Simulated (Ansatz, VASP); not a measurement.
One calculation of Fe, two programs

```
Fe
1.0
     2.39594    0.00000    0.00000
    -1.19797    2.07495    0.00000
     0.00000    0.00000    3.87866
Fe
2
Cartesian
  1.1980 0.6916 2.9090
  0.0000 1.3833 0.9697
```

Alike in both runs: task relaxation of cell and atoms; functional PBE; k mesh 12 × 12 × 6; occupations gaussian, width 0.1 eV; no spin polarisation.

|  | VASP | Ansatz |
| --- | --- | --- |
| version | VASP 6.6.1 | Ansatz 0.2.0 |
| potentials or method | VASP PAW PBE potentials, release 64 (Fe) | scalar-relativistic, plane waves, PAW |
| plane-wave cutoff (eV) | 600 | 420 |
| valence electrons in the cell | 16 | 32 |

|  | VASP | Ansatz | Ansatz less VASP |
| --- | --- | --- | --- |
| gap on the k mesh at the Fermi level, each at its own relaxed structure (eV) | none | none | - |
| relaxed volume (Å³/atom) | 10.17 | 10.19 | +0.020 |
| relaxed cell length with the largest relative difference (Å) | 3.891 | 3.895 | +0.0044 |
| energy change over the relaxation (meV/atom) | -32 | -35 | -2.9 |

A gap of «none» marks a metal or a gap that the smearing closes. The two sets of potentials don't hold the same shells in valence.

Caveats: the run has no spin polarisation, though such a crystal can be magnetic. Spin polarisation is off, so any magnetic state and its effect on volume and gap are missing.
